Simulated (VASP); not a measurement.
**How U changes zigzag Co chain, bond 2.3 A**

Wanted: how far the results for zigzag Co chain, bond 2.3 A hang on the Hubbard correction.

Program: VASP 6.6.1. Level of theory: LDA, spin-polarised from a ferromagnetic start; plane waves and PAW (Co), in the first sound run; inputs show where later runs differ. Results are calculated unless marked as measured.

### 1. Set-up

The cell holds 2 atoms: 2 Co. Its edges and angles: a = 12.000 Å, b = 12.000 Å, c = 2.760 Å, α = 90.0°, β = 90.0°, γ = 90.0°. model lattice. Vacuum lies along a and b. The structure's axis is c.

As a file:

```xyz
2
Lattice="12.0000 0.0000 0.0000 0.0000 12.0000 0.0000 0.0000 0.0000 2.7600" Properties=species:S:1:pos:R:3
Co    5.0800    6.0000    0.0000
Co    6.9200    6.0000    1.3800
```

### 2. Series over U, start order fm, U 0

U penalises partly filled orbitals; repeating the run over U shows how far moments and gap depend on it.

Input file INCAR:

```
SYSTEM = Co
PREC = Normal
ENCUT = 350
EDIFF = 1E-06
NELM = 150
ISMEAR = 0
SIGMA = 0.1
LREAL = .FALSE.
ALGO = Normal
GGA = CA
NBANDS = 18
ISPIN = 2
MAGMOM = 2 2
LASPH = .TRUE.
LMAXMIX = 4
LORBIT = 11
LWAVE = .FALSE.
LCHARG = .FALSE.
NCORE = 2
AMIX = 0.2
BMIX = 1E-04
AMIX_MAG = 0.8
BMIX_MAG = 1E-04
NEDOS = 1200
```

Input file POSCAR:

```
Co
1.0
   12.0000000000      0.0000000000      0.0000000000
    0.0000000000     12.0000000000      0.0000000000
    0.0000000000      0.0000000000      2.7600000000
Co
2
Direct
    0.4233333333      0.5000000000      0.0000000000
    0.5766666667      0.5000000000      0.5000000000
```

Input file KPOINTS:

```
Automatic mesh
0
Gamma
1 1 15
0 0 0
```

The projector-augmented-wave data sets are Co (LDA family, release 64).

Command:

```console
> mpirun -np 2 vasp_std
```

Log:

```text
[banner, memory and clock lines left out]
running    2 mpi-ranks, on    1 nodes
 distrk:  each k-point on    2 cores,    1 groups
 distr:  one band on    2 cores,    1 groups

 POSCAR found type information on POSCAR Co
 POSCAR found :  1 types and       2 ions
 LDA part: xc-table for (Slater(with rela. corr.)+CA(PZ))
 , standard interpolation
 POSCAR, INCAR and KPOINTS ok, starting setup
 FFT: planning ... GRIDC
 FFT: planning ... GRID_SOFT
 FFT: planning ... GRID
 WAVECAR not read
 entering main loop
       N       E                     dE             d eps       ncg     rms          rms(c)
DAV:   1     0.777859471243E+02    0.77786E+02   -0.40635E+03   576   0.480E+02
DAV:   2    -0.626690327172E+01   -0.84053E+02   -0.77369E+02   624   0.165E+02
DAV:   3    -0.108213743847E+02   -0.45545E+01   -0.42353E+01   710   0.431E+01
DAV:   4    -0.109262732813E+02   -0.10490E+00   -0.10251E+00   688   0.815E+00
DAV:   5    -0.109284766451E+02   -0.22034E-02   -0.22031E-02   760   0.730E-01    0.100E+01
DAV:   6    -0.100532328220E+02    0.87524E+00   -0.43372E+00   644   0.248E+01    0.491E+00
DAV:   7    -0.983131061731E+01    0.22192E+00   -0.35974E-01   704   0.432E+00    0.338E+00
DAV:   8    -0.976297554757E+01    0.68335E-01   -0.31588E-01   638   0.503E+00    0.207E+00
DAV:   9    -0.977057398404E+01   -0.75984E-02   -0.38284E-02   714   0.149E+00    0.175E+00
DAV:  10    -0.976098387993E+01    0.95901E-02   -0.92318E-03   656   0.147E+00    0.107E+00
DAV:  11    -0.975642336699E+01    0.45605E-02   -0.24244E-02   734   0.848E-01    0.717E-01
DAV:  12    -0.975905320138E+01   -0.26298E-02   -0.44931E-03   642   0.768E-01    0.337E-01
DAV:  13    -0.975981850669E+01   -0.76531E-03   -0.19663E-03   638   0.542E-01    0.130E-01
DAV:  14    -0.976009390791E+01   -0.27540E-03   -0.23964E-04   644   0.211E-01    0.785E-02
DAV:  15    -0.976001100415E+01    0.82904E-04   -0.75064E-05   744   0.136E-01    0.390E-02
DAV:  16    -0.976002549363E+01   -0.14489E-04   -0.53139E-05   628   0.802E-02    0.254E-02
DAV:  17    -0.976005965388E+01   -0.34160E-04   -0.43463E-06   580   0.325E-02    0.111E-02
DAV:  18    -0.976006670297E+01   -0.70491E-05   -0.23597E-06   576   0.141E-02    0.442E-03
DAV:  19    -0.976006773181E+01   -0.10288E-05   -0.27839E-07   438   0.535E-03    0.329E-03
DAV:  20    -0.976006781818E+01   -0.86367E-07   -0.14865E-07   460   0.451E-03
   1 F= -.97600678E+01 E0= -.97312549E+01  d E =-.576259E-01  mag=     4.3983
```

Run time: 9.2 s. Hardware: 2 MPI ranks of AMD EPYC 9R45, shared host; peak memory 0.29 GiB; 18 s of CPU time.

The logs omit lines about the potential files and the build; timing stands in the text.

OUTCAR, selected parts (step 2):

```text
ion  position               nearest neighbor table
   1  0.423  0.500  0.000-   2 2.30   2 2.30
   2  0.577  0.500  0.500-   1 2.30   1 2.30

  LATTYP: Found a simple tetragonal cell.
 ALAT       =    12.0000000000
 C/A-ratio  =     0.2300000000

 Subroutine GETGRP returns: Found  8 space group operations
 (whereof  4 operations were pure point group operations)

The static configuration has the point symmetry C_2v.
 The point group associated with its full space group is D_2h.

 Found      8 irreducible k-points:

   k-points           NKPTS =      8   k-points in BZ     NKDIM =      8   number of bands    NBANDS=     18

   dimension x,y,z NGX =    56 NGY =   56 NGZ =   14
   dimension x,y,z NGXF=   112 NGYF=  112 NGZF=   28

   ENCUT  =  350.0 eV  25.72 Ry    5.07 a.u.  18.31 18.31  4.21*2*pi/ulx,y,z

   NELECT =      18.0000    total number of electrons

 k-points in reciprocal lattice and weights: Automatic mesh
   0.00000000  0.00000000  0.00000000       0.067
   0.00000000  0.00000000  0.06666667       0.133
   0.00000000  0.00000000  0.13333333       0.133
   0.00000000  0.00000000  0.20000000       0.133
   0.00000000  0.00000000  0.26666667       0.133
   0.00000000  0.00000000  0.33333333       0.133
   0.00000000  0.00000000  0.40000000       0.133
   0.00000000  0.00000000  0.46666667       0.133

 average (electrostatic) potential at core
       1 -91.7309       2 -91.7309

 E-fermi :  -3.5445

 spin component 1
 k-point     1 :       0.0000    0.0000    0.0000
  band No.  band energies     occupation
    ...
      8      -5.3563      1.00000
      9      -5.3038      1.00000
     10      -5.0159      1.00000
     11      -4.3726      1.00000
     12      -4.1047      1.00000
     13      -2.3179      0.00000
     14      -1.2489      0.00000
     15       0.4526      0.00000
     16       0.7090      0.00000
     17       1.3719      0.00000
    ...

 k-point     2 :       0.0000    0.0000    0.0667
  band No.  band energies     occupation
    ...
      8      -5.3233      1.00000
      9      -5.2893      1.00000
     10      -5.0670      1.00000
     11      -4.4448      1.00000
     12      -4.0058      1.00000
     13      -2.1861      0.00000
     14      -1.1096      0.00000
     15       0.5393      0.00000
     16       0.7989      0.00000
     17       1.4650      0.00000
    ...

 k-point     3 :       0.0000    0.0000    0.1333
  band No.  band energies     occupation
    ...
      8      -5.2586      1.00000
      9      -5.2358      1.00000
     10      -5.1883      1.00000
     11      -4.6075      1.00000
     12      -3.7213      0.99378
     13      -1.8170      0.00000
     14      -0.7296      0.00000
     15       0.7985      0.00000
     16       1.0673      0.00000
     17       1.7421      0.00000
    ...

 k-point     4 :       0.0000    0.0000    0.2000
  band No.  band energies     occupation
    ...
      7      -5.3619      1.00000
      8      -5.3172      1.00000
      9      -5.2296      1.00000
     10      -5.1842      1.00000
     11      -4.7552      1.00000
     12      -3.2738      0.00006
     13      -1.2573      0.00000
     14      -0.1746      0.00000
     15       1.2270      0.00000
     16       1.5116      0.00000
    ...

 k-point     5 :       0.0000    0.0000    0.2667
  band No.  band energies     occupation
    ...
      7      -5.4044      1.00000
      8      -5.3091      1.00000
      9      -5.2113      1.00000
     10      -5.1674      1.00000
     11      -4.8284      1.00000
     12      -2.6779      0.00000
     13      -0.5391      0.00000
     14       0.5093      0.00000
     15       1.8183      0.00000
     16       2.1287      0.00000
    ...

 k-point     6 :       0.0000    0.0000    0.3333
  band No.  band energies     occupation
    ...
      7      -5.4300      1.00000
      8      -5.2085      1.00000
      9      -5.1819      1.00000
     10      -4.9104      1.00000
     11      -4.7286      1.00000
     12      -1.9438      0.00000
     13       0.3217      0.00000
     14       1.2738      0.00000
     15       2.3741      0.00000
     16       2.5551      0.00000
    ...

  Total       -3.5551982     -0.0702063     -6.4574568      0.0000000      0.0000000      0.0000000
  in kB      -14.3318690     -0.2830188    -26.0315795      0.0000000      0.0000000      0.0000000
  external PRESSURE =     -13.5488224 kB  Pullay stress =       0.0000000 kB

  energy-cutoff  :      350.00
  volume of cell :      397.44
      direct lattice vectors                 reciprocal lattice vectors
    12.000000000  0.000000000  0.000000000     0.083333333  0.000000000  0.000000000
     0.000000000 12.000000000  0.000000000     0.000000000  0.083333333  0.000000000
     0.000000000  0.000000000  2.760000000     0.000000000  0.000000000  0.362318841

 POSITION                                       TOTAL-FORCE (eV/Angst)
 -----------------------------------------------------------------------------------
      5.08000      6.00000      0.00000         1.900388      0.000000      0.000000
      6.92000      6.00000      1.38000        -1.900388      0.000000      0.000000
 -----------------------------------------------------------------------------------
    total drift:                                0.000000      0.000000      0.000000

  FREE ENERGIE OF THE ION-ELECTRON SYSTEM (eV)
  ---------------------------------------------------
  free  energy   TOTEN  =        -9.7600678182 eV

  energy  without entropy=       -9.7024419028  energy(sigma->0) =       -9.73125486

 total charge
# of ion       s       p       d       tot
------------------------------------------
    1        0.470   0.185   7.214   7.870
    2        0.470   0.185   7.214   7.870
--------------------------------------------------
tot          0.940   0.371  14.429  15.739

 magnetization (x)
# of ion       s       p       d       tot
------------------------------------------
    1        0.034   0.011   2.005   2.050
    2        0.034   0.011   2.005   2.050
--------------------------------------------------
tot          0.067   0.023   4.010   4.100

[... 6 further parts left out ...]
```

The magnetic state follows from one typed start and may not be the lowest.

Numbers from this step:

- electronic cycles: 20
- electrons: 18
- free energy (TOTEN): -9.760 eV
- energy at zero smearing: -9.731 eV
- Fermi energy: -3.545 eV
- moment of the cell, from the last line of the log: 4.398 μB
- labelled metallic, from the levels on this mesh: yes

Spin moment in the PAW sphere by atom:

```tsv
atom	spin moment in the PAW sphere (μB)
Co1	2.05
Co2	2.05
```

Force by atom:

```tsv
atom	x (eV/Å)	y (eV/Å)	z (eV/Å)	size
Co1	1.90	0.00	0.00	1.90
Co2	-1.90	0.00	0.00	1.90
```

Energy at zero smearing: -9.73125 eV.

### 3. Series over U, start order AFM, U 0

This step: LDA, spin-polarised from an antiferromagnetic start; plane waves and PAW (Co) (VASP 6.6.1).

INCAR, as its differences from that of step 2:

```diff
@@ -12,3 +12,3 @@
 ISPIN = 2
-MAGMOM = 2 2
+MAGMOM = 2 -2
 LASPH = .TRUE.
```

POSCAR is that of step 2.

KPOINTS is that of step 2.

Command:

```console
> mpirun -np 2 vasp_std
```

Log:

```text
[... set-up lines as in an earlier step ...]
 entering main loop
       N       E                     dE             d eps       ncg     rms          rms(c)
DAV:   1     0.776351597496E+02    0.77635E+02   -0.41686E+03   576   0.495E+02
DAV:   2    -0.571456514856E+01   -0.83350E+02   -0.76889E+02   618   0.165E+02
DAV:   3    -0.101552461596E+02   -0.44407E+01   -0.40632E+01   674   0.424E+01
DAV:   4    -0.102712868868E+02   -0.11604E+00   -0.11381E+00   682   0.862E+00
DAV:   5    -0.102735276465E+02   -0.22408E-02   -0.22405E-02   790   0.781E-01    0.877E+00
DAV:   6    -0.929990978359E+01    0.97362E+00   -0.46587E+00   648   0.261E+01    0.480E+00
DAV:   7    -0.907366525508E+01    0.22624E+00   -0.40124E-01   740   0.634E+00    0.270E+00
DAV:   8    -0.900532663611E+01    0.68339E-01   -0.26090E-01   588   0.297E+00    0.203E+00
DAV:   9    -0.898650741008E+01    0.18819E-01   -0.38697E-02   602   0.222E+00    0.149E+00
DAV:  10    -0.897851679009E+01    0.79906E-02   -0.33734E-02   704   0.171E+00    0.991E-01
DAV:  11    -0.897668382293E+01    0.18330E-02   -0.28408E-02   790   0.125E+00    0.658E-01
DAV:  12    -0.897881894736E+01   -0.21351E-02   -0.77148E-03   734   0.981E-01    0.509E-01
DAV:  13    -0.897689084085E+01    0.19281E-02   -0.62518E-03   724   0.802E-01    0.280E-01
DAV:  14    -0.897760819224E+01   -0.71735E-03   -0.12979E-03   728   0.445E-01    0.216E-01
DAV:  15    -0.897797763978E+01   -0.36945E-03   -0.10845E-03   802   0.522E-01    0.123E-01
DAV:  16    -0.897822573752E+01   -0.24810E-03   -0.42525E-04   664   0.167E-01    0.115E-01
DAV:  17    -0.897804121550E+01    0.18452E-03   -0.14133E-05   580   0.325E-02    0.113E-01
DAV:  18    -0.897764643710E+01    0.39478E-03   -0.67757E-05   580   0.116E-01    0.129E-01
DAV:  19    -0.897811664523E+01   -0.47021E-03   -0.11436E-03   610   0.501E-01    0.870E-02
DAV:  20    -0.897753958268E+01    0.57706E-03   -0.14417E-03   708   0.449E-01    0.672E-02
DAV:  21    -0.897856159222E+01   -0.10220E-02   -0.17144E-04   576   0.153E-01    0.324E-02
DAV:  22    -0.897849705880E+01    0.64533E-04   -0.10313E-04   704   0.119E-01    0.238E-02
DAV:  23    -0.897856545457E+01   -0.68396E-04   -0.36110E-05   604   0.479E-02    0.847E-03
DAV:  24    -0.897859545860E+01   -0.30004E-04   -0.21553E-06   538   0.176E-02    0.399E-03
DAV:  25    -0.897860251709E+01   -0.70585E-05   -0.51490E-07   460   0.674E-03    0.268E-03
DAV:  26    -0.897860566226E+01   -0.31452E-05   -0.35844E-07   460   0.765E-03    0.138E-03
DAV:  27    -0.897860580934E+01   -0.14708E-06   -0.61973E-08   448   0.286E-03
   1 F= -.89786058E+01 E0= -.89361318E+01  d E =-.849480E-01  mag=    -0.0000
```

Run time: 12 s. Hardware: 2 MPI ranks; peak memory 0.3 GiB.

OUTCAR, selected parts (step 3):

```text
 Found      8 irreducible k-points:

   NELECT =      18.0000    total number of electrons

 E-fermi :  -3.5443

 spin component 1
 k-point     1 :       0.0000    0.0000    0.0000
  band No.  band energies     occupation
    ...
      5      -5.3102      1.00000
      6      -4.7051      1.00000
      7      -4.2541      1.00000
      8      -3.8451      0.99999
      9      -3.6819      0.97420
     10      -3.4811      0.18590
     11      -3.2135      0.00000
     12      -3.0443      0.00000
     13      -2.0535      0.00000
     14      -0.9680      0.00000
    ...

 k-point     2 :       0.0000    0.0000    0.0667
  band No.  band energies     occupation
    ...
      5      -5.2880      1.00000
      6      -4.7760      1.00000
      7      -4.2268      1.00000
      8      -3.8029      0.99987
      9      -3.6720      0.96453
     10      -3.3925      0.01595
     11      -3.2943      0.00020
     12      -3.1381      0.00000
     13      -1.8968      0.00000
     14      -0.8108      0.00000
    ...

 k-point     3 :       0.0000    0.0000    0.1333
  band No.  band energies     occupation
    ...
      5      -5.2347      1.00000
      6      -4.9417      1.00000
      7      -4.1667      1.00000
      8      -3.7179      0.99296
      9      -3.6451      0.92311
     10      -3.4604      0.11768
     11      -3.3550      0.00372
     12      -3.1136      0.00000
     13      -1.4972      0.00000
     14      -0.4073      0.00000
    ...

 k-point     4 :       0.0000    0.0000    0.2000
  band No.  band energies     occupation
    ...
      6      -5.1294      1.00000
      7      -4.1112      1.00000
      8      -3.6795      0.97209
      9      -3.6130      0.83437
     10      -3.5875      0.72939
     11      -3.5070      0.29933
     12      -2.7021      0.00000
     13      -0.9305      0.00000
     14       0.1521      0.00000
     15       1.4532      0.00000
    ...

  Total       -2.0528001     -0.0715030     -7.5613340      0.0000000      0.0000000      0.0000000
  in kB       -8.2753367     -0.2882462    -30.4815771      0.0000000      0.0000000      0.0000000
  external PRESSURE =     -13.0150533 kB  Pullay stress =       0.0000000 kB

 POSITION                                       TOTAL-FORCE (eV/Angst)
 -----------------------------------------------------------------------------------
      5.08000      6.00000      0.00000         1.078687      0.000000      0.000000
      6.92000      6.00000      1.38000        -1.078687      0.000000      0.000000
 -----------------------------------------------------------------------------------
    total drift:                                0.000000      0.000000      0.000000

  FREE ENERGIE OF THE ION-ELECTRON SYSTEM (eV)
  ---------------------------------------------------
  free  energy   TOTEN  =        -8.9786058093 eV

  energy  without entropy=       -8.8936578511  energy(sigma->0) =       -8.93613183

 total charge
# of ion       s       p       d       tot
------------------------------------------
    1        0.448   0.184   7.258   7.891
    2        0.448   0.184   7.258   7.891
--------------------------------------------------
tot          0.897   0.368  14.517  15.781

 magnetization (x)
# of ion       s       p       d       tot
------------------------------------------
    1        0.033   0.018   1.512   1.563
    2       -0.033  -0.018  -1.512  -1.563
--------------------------------------------------
tot          0.000   0.000   0.000   0.000

[... 9 parts as in an earlier step ...]

[... 9 further parts left out ...]
```

Numbers from this step:

```
electronic cycles       : 27
free energy (TOTEN)     : -8.979 eV
energy at zero smearing : -8.936 eV
Fermi energy            : -3.544 eV
```

Spin moment in the PAW sphere by atom:

```tsv
atom	spin moment in the PAW sphere (μB)
Co1	1.56
Co2	-1.56
```

Force by atom:

```tsv
atom	x (eV/Å)	y (eV/Å)	z (eV/Å)	size
Co1	1.08	0.00	0.00	1.08
Co2	-1.08	0.00	0.00	1.08
```

Energy at zero smearing: -8.93613 eV.

### 4. Series over U, start order fm, U 3

This step: LDA, DFT+U (Co d 3 eV), spin-polarised from a ferromagnetic start; plane waves and PAW (Co) (VASP 6.6.1).

INCAR, as its differences from that of step 3:

```diff
@@ -12,3 +12,9 @@
 ISPIN = 2
-MAGMOM = 2 -2
+MAGMOM = 2 2
+LDAU = .TRUE.
+LDAUTYPE = 2
+LDAUL = 2
+LDAUU = 3
+LDAUJ = 0
+LDAUPRINT = 1
 LASPH = .TRUE.
```

POSCAR is that of step 3.

KPOINTS is that of step 3.

Command:

```console
> mpirun -np 2 vasp_std
```

Log:

```text
[... set-up lines as in an earlier step ...]
 entering main loop
       N       E                     dE             d eps       ncg     rms          rms(c)
DAV:   1     0.845522225713E+02    0.84552E+02   -0.41514E+03   576   0.480E+02
DAV:   2    -0.748009696927E+00   -0.85300E+02   -0.79542E+02   622   0.164E+02
DAV:   3    -0.579232879234E+01   -0.50443E+01   -0.47848E+01   676   0.499E+01
DAV:   4    -0.588036211977E+01   -0.88033E-01   -0.86199E-01   708   0.778E+00
[...]
DAV: 107    -0.520559694287E+01   -0.37024E-05   -0.79138E-06   600   0.246E-02    0.139E-02
DAV: 108    -0.520559802947E+01   -0.10866E-05   -0.36818E-07   442   0.671E-03    0.134E-02
DAV: 109    -0.520559797685E+01    0.52617E-07   -0.17271E-07   412   0.754E-03
   1 F= -.52055980E+01 E0= -.51896568E+01  d E =-.318824E-01  mag=     4.4099
```

Run time: 49 s. Hardware: 2 MPI ranks; peak memory 0.31 GiB; 97 s of CPU time.

From OUTCAR (step 4):

```text
  Total       -3.4222156     -0.1615351     -6.0641814      0.0000000      0.0000000      0.0000000
  in kB      -13.7957838     -0.6511874    -24.4461904      0.0000000      0.0000000      0.0000000
  external PRESSURE =     -12.9643872 kB  Pullay stress =       0.0000000 kB

 POSITION                                       TOTAL-FORCE (eV/Angst)
 -----------------------------------------------------------------------------------
      5.08000      6.00000      0.00000         1.783131      0.000000      0.000000
      6.92000      6.00000      1.38000        -1.783131      0.000000      0.000000
 -----------------------------------------------------------------------------------
    total drift:                                0.000000      0.000000      0.000000

  FREE ENERGIE OF THE ION-ELECTRON SYSTEM (eV)
  ---------------------------------------------------
  free  energy   TOTEN  =        -5.2055979768 eV

  energy  without entropy=       -5.1737155870  energy(sigma->0) =       -5.18965678

 magnetization (x)
# of ion       s       p       d       tot
------------------------------------------
    1        0.026  -0.012   2.136   2.150
    2        0.026  -0.012   2.136   2.150
--------------------------------------------------
tot          0.051  -0.023   4.271   4.299

[... 2 parts as in an earlier step ...]

[... 1 further part left out ...]
[key lines of the parts left out:]
E-fermi :  -3.3606
```

A U on the itinerant d states of such a compound is hard to justify; it moves the bands at the Fermi level and favours large moments.

Spin moment in the PAW sphere by atom:

```tsv
atom	spin moment in the PAW sphere (μB)
Co1	2.15
Co2	2.15
```

Energy at zero smearing: -5.18966 eV.

[end of part 1 of 3]

[Lines on the potential files, build, host, timing and source positions are cut from VASP's logs without a mark.]

[Logs are printed without paths, hosts, clocks, repeated set-up lines and the standing remarks that a program may print on its own settings, such as how far it seeks lower states.]

[Hosts, paths, dates, database ids (printed as entryN), source tags and the programs' standing remarks are cut or masked in the printed files.]

[In band tables of VASP the shares of atoms and orbitals are scaled to a sum of 1 inside the atoms' spheres.]

[Runs that stopped without an error message from VASP are left out.]
